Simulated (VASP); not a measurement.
# A single sheet of Bi2Se3: what the settings do to the level below the vacuum, part 2 of 5

Wanted: the error that each setting leaves in the work function or ionisation potential of a single sheet of Bi2Se3.

VASP 6.6.1, plane waves and PAW; the level of theory is named at each step.

So far, highest filled level below the vacuum (eV): step 2 (the base run) 5.96; step 3 (another mesh, mesh points along a 3, k-mesh 3×3×1) 6.20.

## Step 4: Another mesh, mesh points along a 6, k-mesh 6×6×1

Level of this step: PBE; plane waves and PAW (Se, Bi) (VASP).

Contents of INCAR:

```
SYSTEM = Bi2Se3
PREC = Normal
ENCUT = 350
EDIFF = 1E-06
NELM = 120
ISMEAR = 0
SIGMA = 0.05
LREAL = .FALSE.
ALGO = Normal
GGA = PE
NBANDS = 20
LORBIT = 11
LWAVE = .FALSE.
LCHARG = .FALSE.
KPAR = 4
LASPH = .TRUE.
IDIPOL = 3
LDIPOL = .TRUE.
DIPOL = 0.5 0.5 0.5
LVHAR = .TRUE.
LVACPOTAV = .TRUE.
```

Contents of POSCAR:

```
Bi2Se3
1.0
    4.1430000000      0.0000000000      0.0000000000
   -2.0715000000      3.5879432480      0.0000000000
    0.0000000000      0.0000000000     21.9661842666
Se Bi
3 2
Direct
    0.3333333330      0.6666666670      0.6585660980
    0.6666666670      0.3333333330      0.5000000000
    0.0000000000      0.0000000000      0.3414339020
    0.0000000000      0.0000000000      0.5879522560
    0.3333333330      0.6666666670      0.4120477440
```

Contents of KPOINTS:

```
Automatic mesh
0
Gamma
6 6 1
0 0 0
```

PAW data sets: Se and Bi (PBE family, release 64).

Started as:

```sh
$ mpirun -np 4 vasp_std
```

The log of the run:

```text
[... set-up lines as in an earlier step ...]
 entering main loop
       N       E                     dE             d eps       ncg     rms          rms(c)
DAV:   1     0.163735894966E+03    0.16374E+03   -0.75811E+03   280   0.753E+02
DAV:   2     0.126336247216E+01   -0.16247E+03   -0.15818E+03   440   0.158E+02
DAV:   3    -0.201598041000E+02   -0.21423E+02   -0.21178E+02   336   0.646E+01
DAV:   4    -0.210430907438E+02   -0.88329E+00   -0.88078E+00   424   0.145E+01
[...]
DAV:  18    -0.201974948210E+02   -0.14208E-04   -0.32622E-07   232   0.211E-03    0.690E-04
DAV:  19    -0.201974969994E+02   -0.21784E-05   -0.43446E-08   188   0.921E-04    0.362E-04
DAV:  20    -0.201974971645E+02   -0.16508E-06   -0.12423E-08   164   0.490E-04
 [... a notice as in an earlier step ...]

   1 F= -.20197497E+02 E0= -.20197497E+02  d E =-.360747E-14
```

It took 6.8 s on 4 MPI ranks of Intel Xeon 6975P-C (Granite Rapids), shared host; peak memory 0.83 GiB; 24 s of CPU time.

OUTCAR, selected parts (step 4):

```text
  Total        1.5301439      1.5301439      1.4412377      0.0000000      0.0000000      0.0000000
  in kB        7.5080600      7.5080600      7.0718182      0.0000000      0.0000000      0.0000000
  external PRESSURE =       7.3626461 kB  Pullay stress =       0.0000000 kB

 POSITION                                       TOTAL-FORCE (eV/Angst)
 -----------------------------------------------------------------------------------
     -0.00000      2.39196     14.46618         0.000000     -0.000000      0.266772
      2.07150      1.19598     10.98309        -0.000000     -0.000000     -0.000000
      0.00000      0.00000      7.50000        -0.000000      0.000000     -0.266772
      0.00000      0.00000     12.91507        -0.000000     -0.000000     -0.104056
     -0.00000      2.39196      9.05112        -0.000000      0.000000      0.104056
 -----------------------------------------------------------------------------------
    total drift:                                0.000000      0.000000      0.000120

  FREE ENERGIE OF THE ION-ELECTRON SYSTEM (eV)
  ---------------------------------------------------
  free  energy   TOTEN  =       -20.1974971645 eV

  energy  without entropy=      -20.1974971645  energy(sigma->0) =      -20.19749716

[... 1 part as in an earlier step ...]

[... 2 further parts left out ...]
[key lines of the parts left out:]
E-fermi :  -1.5040
```

Against the base run its depth below the vacuum changes by +0.06 eV and the energy by +0.5 meV an atom.

## Step 5: Another mesh, mesh points along a 12, k-mesh 12×12×1

INCAR is that of step 4.

POSCAR is that of step 4.

Contents of KPOINTS:

```
Automatic mesh
0
Gamma
12 12 1
0 0 0
```

Started as:

```sh
$ mpirun -np 4 vasp_std
```

The log of the run:

```text
[... set-up lines as in an earlier step ...]
 entering main loop
       N       E                     dE             d eps       ncg     rms          rms(c)
DAV:   1     0.170828758179E+03    0.17083E+03   -0.75904E+03   760   0.754E+02
DAV:   2     0.135520043208E+01   -0.16947E+03   -0.16521E+03  1172   0.159E+02
DAV:   3    -0.202020929769E+02   -0.21557E+02   -0.21347E+02   900   0.657E+01
DAV:   4    -0.210437016563E+02   -0.84161E+00   -0.83890E+00  1152   0.144E+01
[...]
DAV:  18    -0.202024035110E+02   -0.14208E-04   -0.40210E-07   644   0.233E-03    0.807E-04
DAV:  19    -0.202024055925E+02   -0.20815E-05   -0.44575E-08   516   0.994E-04    0.553E-04
DAV:  20    -0.202024058639E+02   -0.27141E-06   -0.17314E-08   464   0.605E-04
 [... a notice as in an earlier step ...]

   1 F= -.20202406E+02 E0= -.20202406E+02  d E =-.102677E-11
```

Elapsed: 10 s, on 4 MPI ranks; peak memory 0.92 GiB; 37 s of CPU time.

From OUTCAR (step 5):

```text
  Total        1.5716721      1.5716721      1.4325678      0.0000000      0.0000000     -0.0000000
  in kB        7.7118292      7.7118292      7.0292770      0.0000000      0.0000000     -0.0000000
  external PRESSURE =       7.4843118 kB  Pullay stress =       0.0000000 kB

 POSITION                                       TOTAL-FORCE (eV/Angst)
 -----------------------------------------------------------------------------------
     -0.00000      2.39196     14.46618         0.000000     -0.000000      0.245558
      2.07150      1.19598     10.98309        -0.000000      0.000000      0.000000
      0.00000      0.00000      7.50000         0.000000      0.000000     -0.245558
      0.00000      0.00000     12.91507         0.000000      0.000000     -0.068109
     -0.00000      2.39196      9.05112        -0.000000      0.000000      0.068109
 -----------------------------------------------------------------------------------
    total drift:                                0.000000      0.000000      0.000120

  FREE ENERGIE OF THE ION-ELECTRON SYSTEM (eV)
  ---------------------------------------------------
  free  energy   TOTEN  =       -20.2024058639 eV

  energy  without entropy=      -20.2024058639  energy(sigma->0) =      -20.20240586

[... 1 part as in an earlier step ...]

[... 2 further parts left out ...]
[key lines of the parts left out:]
E-fermi :  -1.4687
```

Against the base run its depth below the vacuum changes by -0.01 eV and the energy by -0.5 meV an atom.

## Step 6: Side by side

Times are for 4 MPI ranks of Intel Xeon 6975P-C (Granite Rapids), shared host. Results by setting:

| no. | mesh points along a | highest filled level below the vacuum (eV) | energy at zero smearing (eV) | time | memory (GiB) |
| --- | --- | --- | --- | --- | --- |
| 1 | 3 | 6.204 | -20.18 | 3.2 s | 0.48 |
| 2 | 6 | 6.013 | -20.20 | 6.8 s | 0.83 |
| 3 | 12 | 5.949 | -20.20 | 10 s | 0.92 |

## Step 7: Another vacuum, vacuum width 5

Too little vacuum lets the faces of neighbouring images overlap, and too much only costs plane waves.

INCAR is that of step 5.

Contents of POSCAR:

```
Bi2Se3
1.0
    4.1430000000      0.0000000000      0.0000000000
   -2.0715000000      3.5879432480      0.0000000000
    0.0000000000      0.0000000000     11.9661842542
Se Bi
3 2
Direct
    0.3333333330      0.6666666670      0.7910779287
    0.6666666670      0.3333333330      0.5000000000
    0.0000000000      0.0000000000      0.2089220713
    0.0000000000      0.0000000000      0.6614529261
    0.3333333330      0.6666666670      0.3385470739
```

Contents of KPOINTS:

```
Automatic mesh
0
Gamma
9 9 1
0 0 0
```

Started as:

```sh
$ mpirun -np 4 vasp_std
```

The log of the run:

```text
[... set-up lines as in an earlier step ...]
 entering main loop
       N       E                     dE             d eps       ncg     rms          rms(c)
DAV:   1     0.125542884170E+03    0.12554E+03   -0.83623E+03   480   0.816E+02
DAV:   2    -0.869497335222E+01   -0.13424E+03   -0.13090E+03   660   0.157E+02
DAV:   3    -0.206781932974E+02   -0.11983E+02   -0.11829E+02   568   0.534E+01
DAV:   4    -0.210570720674E+02   -0.37888E+00   -0.37801E+00   748   0.976E+00
DAV:   5    -0.210594272982E+02   -0.23552E-02   -0.23548E-02   584   0.789E-01    0.660E+00
DAV:   6    -0.201984187840E+02    0.86101E+00   -0.21922E+00   500   0.635E+00    0.362E+00
DAV:   7    -0.201987958288E+02   -0.37704E-03   -0.44589E-01   548   0.337E+00    0.231E+00
DAV:   8    -0.202082659513E+02   -0.94701E-02   -0.65658E-02   568   0.125E+00    0.760E-01
DAV:   9    -0.202074428917E+02    0.82306E-03   -0.55353E-03   664   0.583E-01    0.222E-01
DAV:  10    -0.202076471335E+02   -0.20424E-03   -0.28323E-03   508   0.289E-01    0.102E-01
DAV:  11    -0.202076062260E+02    0.40908E-04   -0.36370E-04   556   0.101E-01    0.536E-02
DAV:  12    -0.202076258876E+02   -0.19662E-04   -0.80178E-05   552   0.530E-02    0.135E-02
DAV:  13    -0.202076272275E+02   -0.13398E-05   -0.66953E-06   548   0.127E-02    0.861E-03
DAV:  14    -0.202076294612E+02   -0.22338E-05   -0.31048E-06   496   0.105E-02    0.340E-03
DAV:  15    -0.202076291846E+02    0.27663E-06   -0.42814E-07   272   0.370E-03
 -----------------------------------------------------------------------------
|                                                                             |
|           W    W    AA    RRRRR   N    N  II  N    N   GGGG   !!!           |
|           W    W   A  A   R    R  NN   N  II  NN   N  G    G  !!!           |
|           W    W  A    A  R    R  N N  N  II  N N  N  G       !!!           |
|           W WW W  AAAAAA  RRRRR   N  N N  II  N  N N  G  GGG   !            |
|           WW  WW  A    A  R   R   N   NN  II  N   NN  G    G                |
|           W    W  A    A  R    R  N    N  II  N    N   GGGG   !!!           |
|                                                                             |
|     The minimum charge density times volume of the cell along the axis      |
|     of the dipole correction is larger 1E-1, which could mean that your     |
|     workfunction is not accurate as there is no field free region in        |
|     your cell. Please consider either increasing the size of your cell      |
|     along the dipole correction (vacuum dimension) or perhaps               |
|     increasing the precision of your calculation.                           |
|                                                                             |
 -----------------------------------------------------------------------------

 [... a notice as in an earlier step ...]

   1 F= -.20207629E+02 E0= -.20207629E+02  d E =-.158817E-13
 -----------------------------------------------------------------------------
|                                                                             |
|           W    W    AA    RRRRR   N    N  II  N    N   GGGG   !!!           |
|           W    W   A  A   R    R  NN   N  II  NN   N  G    G  !!!           |
|           W    W  A    A  R    R  N N  N  II  N N  N  G       !!!           |
|           W WW W  AAAAAA  RRRRR   N  N N  II  N  N N  G  GGG   !            |
|           WW  WW  A    A  R   R   N   NN  II  N   NN  G    G                |
|           W    W  A    A  R    R  N    N  II  N    N   GGGG   !!!           |
|                                                                             |
|     The minimum charge density times volume of the cell along the axis      |
|     of the dipole correction is larger 1E-1, which could mean that your     |
|     workfunction is not accurate as there is no field free region in        |
|     your cell. Please consider either increasing the size of your cell      |
|     along the dipole correction (vacuum dimension) or perhaps               |
|     increasing the precision of your calculation.                           |
|                                                                             |
 -----------------------------------------------------------------------------

 [... a notice as in an earlier step ...]
```

The job ended after 4.2 s (4 MPI ranks; peak memory 0.63 GiB).

OUTCAR, selected parts (step 7):

```text
   ENCUT  =  350.0 eV  25.72 Ry    5.07 a.u.   6.32  6.32 18.25*2*pi/ulx,y,z

   NELECT =      28.0000    total number of electrons

 E-fermi :   2.0768

 k-point     1 :       0.0000    0.0000    0.0000
  band No.  band energies     occupation
    ...
     10       0.7643      2.00000
     11       1.0175      2.00000
     12       1.1725      2.00000
     13       1.1725      2.00000
     14       1.5268      2.00000
     15       2.7006      0.00000
     16       4.0070      0.00000
     17       4.0070      0.00000
     18       4.5040      0.00000
     19       5.0054      0.00000
    ...

  Total        1.5808830      1.5808830      1.3705972     -0.0000000      0.0000000      0.0000000
  in kB       14.2394798     14.2394798     12.3453732     -0.0000000      0.0000000      0.0000000
  external PRESSURE =      13.6081110 kB  Pullay stress =       0.0000000 kB

 POSITION                                       TOTAL-FORCE (eV/Angst)
 -----------------------------------------------------------------------------------
     -0.00000      2.39196      9.46618         0.000000      0.000000      0.256960
      2.07150      1.19598      5.98309        -0.000000      0.000000     -0.000000
      0.00000      0.00000      2.50000        -0.000000     -0.000000     -0.256960
      0.00000      0.00000      7.91507        -0.000000      0.000000     -0.070663
     -0.00000      2.39196      4.05112         0.000000     -0.000000      0.070663
 -----------------------------------------------------------------------------------
    total drift:                               -0.000000      0.000000      0.000128

  FREE ENERGIE OF THE ION-ELECTRON SYSTEM (eV)
  ---------------------------------------------------
  free  energy   TOTEN  =       -20.2076291846 eV

  energy  without entropy=      -20.2076291846  energy(sigma->0) =      -20.20762918

[... 4 parts as in an earlier step ...]

[... 13 further parts left out ...]
```

This step gave:

- electronic cycles: 15
- free energy (TOTEN): -20.21 eV
- Fermi energy: 2.077 eV
- gap on the k-mesh: 0.8769 eV
- least direct gap on the k-mesh: 1.174 eV

Force by atom:

| atom | x (eV/Å) | y (eV/Å) | z (eV/Å) | size |
| --- | --- | --- | --- | --- |
| Se1 | 0.000 | 0.000 | 0.257 | 0.257 |
| Se2 | 0.000 | 0.000 | 0.000 | 0.000 |
| Se3 | 0.000 | 0.000 | -0.257 | 0.257 |
| Bi4 | 0.000 | 0.000 | -0.071 | 0.071 |
| Bi5 | 0.000 | 0.000 | 0.071 | 0.071 |

The program found no flat vacuum in this gap and printed no vacuum level, so no level below the vacuum can be given.

## Step 8: Another vacuum, vacuum width 8

INCAR is that of step 7.

Contents of POSCAR:

```
Bi2Se3
1.0
    4.1430000000      0.0000000000      0.0000000000
   -2.0715000000      3.5879432480      0.0000000000
    0.0000000000      0.0000000000     14.9661842542
Se Bi
3 2
Direct
    0.3333333330      0.6666666670      0.7327308062
    0.6666666670      0.3333333330      0.5000000000
    0.0000000000      0.0000000000      0.2672691938
    0.0000000000      0.0000000000      0.6290893810
    0.3333333330      0.6666666670      0.3709106190
```

KPOINTS is that of step 7.

Started as:

```sh
$ mpirun -np 4 vasp_std
```

The log of the run:

```text
[... set-up lines as in an earlier step ...]
 entering main loop
       N       E                     dE             d eps       ncg     rms          rms(c)
DAV:   1     0.145363084532E+03    0.14536E+03   -0.81363E+03   480   0.798E+02
DAV:   2    -0.461770227276E+01   -0.14998E+03   -0.14635E+03   696   0.160E+02
DAV:   3    -0.204555746013E+02   -0.15838E+02   -0.15647E+02   576   0.591E+01
DAV:   4    -0.210468109334E+02   -0.59124E+00   -0.58959E+00   708   0.120E+01
[...]
DAV:  13    -0.201989937673E+02   -0.17697E-05   -0.10128E-05   552   0.158E-02    0.117E-02
DAV:  14    -0.201989987332E+02   -0.49658E-05   -0.42344E-06   568   0.113E-02    0.521E-03
DAV:  15    -0.201989989101E+02   -0.17694E-06   -0.66032E-07   276   0.445E-03
 [... a notice as in an earlier step ...]

   1 F= -.20198999E+02 E0= -.20198999E+02  d E =-.395159E-15
```

It took 4.8 s on 4 MPI ranks; peak memory 0.7 GiB.

Parts of OUTCAR (step 8):

```text
  Total        1.5800367      1.5800367      1.4356870      0.0000000      0.0000000      0.0000000
  in kB       11.3790543     11.3790543     10.3394815      0.0000000      0.0000000      0.0000000
  external PRESSURE =      11.0325300 kB  Pullay stress =       0.0000000 kB

 POSITION                                       TOTAL-FORCE (eV/Angst)
 -----------------------------------------------------------------------------------
     -0.00000      2.39196     10.96618         0.000000      0.000000      0.248741
      2.07150      1.19598      7.48309        -0.000000     -0.000000      0.000000
      0.00000      0.00000      4.00000        -0.000000     -0.000000     -0.248741
      0.00000      0.00000      9.41507         0.000000     -0.000000     -0.070882
     -0.00000      2.39196      5.55112        -0.000000      0.000000      0.070882
 -----------------------------------------------------------------------------------
    total drift:                                0.000000     -0.000000      0.000128

  FREE ENERGIE OF THE ION-ELECTRON SYSTEM (eV)
  ---------------------------------------------------
  free  energy   TOTEN  =       -20.1989989101 eV

  energy  without entropy=      -20.1989989101  energy(sigma->0) =      -20.19899891

[... 1 part as in an earlier step ...]

[... 2 further parts left out ...]
[key lines of the parts left out:]
E-fermi :   0.5500
```

Against the base run its depth below the vacuum changes by -0.02 eV and the energy by +0.2 meV an atom.

## Step 9: Another vacuum, vacuum width 24

INCAR is that of step 8.

Contents of POSCAR:

```
Bi2Se3
1.0
    4.1430000000      0.0000000000      0.0000000000
   -2.0715000000      3.5879432480      0.0000000000
    0.0000000000      0.0000000000     30.9661842542
Se Bi
3 2
Direct
    0.3333333330      0.6666666670      0.6124805077
    0.6666666670      0.3333333330      0.5000000000
    0.0000000000      0.0000000000      0.3875194923
    0.0000000000      0.0000000000      0.5623898458
    0.3333333330      0.6666666670      0.4376101542
```

KPOINTS is that of step 8.

Started as:

```sh
$ mpirun -np 4 vasp_std
```

The log of the run:

```text
[... set-up lines as in an earlier step ...]
 entering main loop
       N       E                     dE             d eps       ncg     rms          rms(c)
DAV:   1     0.184661014401E+03    0.18466E+03   -0.70396E+03   480   0.724E+02
DAV:   2     0.639863632678E+01   -0.17826E+03   -0.17404E+03   764   0.149E+02
DAV:   3    -0.199993990146E+02   -0.26398E+02   -0.26136E+02   576   0.689E+01
DAV:   4    -0.210387969355E+02   -0.10394E+01   -0.10358E+01   684   0.159E+01
[...]
DAV:  18    -0.202005930682E+02   -0.93202E-05   -0.11231E-07   340   0.137E-03    0.794E-04
DAV:  19    -0.202006011812E+02   -0.81131E-05   -0.12372E-07   364   0.118E-03    0.211E-04
DAV:  20    -0.202006019519E+02   -0.77070E-06   -0.14888E-08   292   0.492E-04
 [... a notice as in an earlier step ...]

   1 F= -.20200602E+02 E0= -.20200602E+02  d E =-.199832E-15
```

Elapsed: 10 s, on 4 MPI ranks; peak memory 1 GiB.

Parts of OUTCAR (step 9):

```text
  Total        1.5788171      1.5788171      1.4417890     -0.0000000     -0.0000000      0.0000000
  in kB        5.4953355      5.4953355      5.0183862     -0.0000000     -0.0000000      0.0000000
  external PRESSURE =       5.3363524 kB  Pullay stress =       0.0000000 kB

 POSITION                                       TOTAL-FORCE (eV/Angst)
 -----------------------------------------------------------------------------------
     -0.00000      2.39196     18.96618        -0.000000     -0.000000      0.248381
      2.07150      1.19598     15.48309        -0.000000     -0.000000      0.000000
      0.00000      0.00000     12.00000         0.000000      0.000000     -0.248381
      0.00000      0.00000     17.41507        -0.000000      0.000000     -0.070256
     -0.00000      2.39196     13.55112         0.000000      0.000000      0.070256
 -----------------------------------------------------------------------------------
    total drift:                               -0.000000     -0.000000      0.000143

  FREE ENERGIE OF THE ION-ELECTRON SYSTEM (eV)
  ---------------------------------------------------
  free  energy   TOTEN  =       -20.2006019519 eV

  energy  without entropy=      -20.2006019519  energy(sigma->0) =      -20.20060195

[... 1 part as in an earlier step ...]

[... 2 further parts left out ...]
[key lines of the parts left out:]
E-fermi :  -2.6681
```

Against the base run its depth below the vacuum changes by -0.00 eV and the energy by -0.1 meV an atom.

## Step 10: Side by side

Times are for 4 MPI ranks of Intel Xeon 6975P-C (Granite Rapids), shared host. The runs compared:

| no. | vacuum width | electronic cycles | gap on the k-mesh (eV) | least direct gap on the k-mesh (eV) | time | memory (GiB) |
| --- | --- | --- | --- | --- | --- | --- |
| 1 | 5 | 15 | 0.8769 | 1.174 | 4.2 s | 0.63 |
| 2 | 8 | 15 | 0.8722 | 1.28 | 4.8 s | 0.7 |
| 3 | 24 | 20 | 0.8721 | 1.284 | 10 s | 1.0 |

(Part 2 of 5 ends here.)

[Lines on the potential files, build, host, timing and source positions are cut from VASP's logs without a mark.]

[Logs are printed without paths, hosts, clocks, repeated set-up lines and the standing remarks that a program may print on its own settings, such as how far it seeks lower states.]

[Hosts, paths, dates, database ids (printed as entryN), source tags and the programs' standing remarks are cut or masked in the printed files.]

[In band tables of VASP the shares of atoms and orbitals are scaled to a sum of 1 inside the atoms' spheres.]

[Runs that stopped without an error message from VASP are left out.]
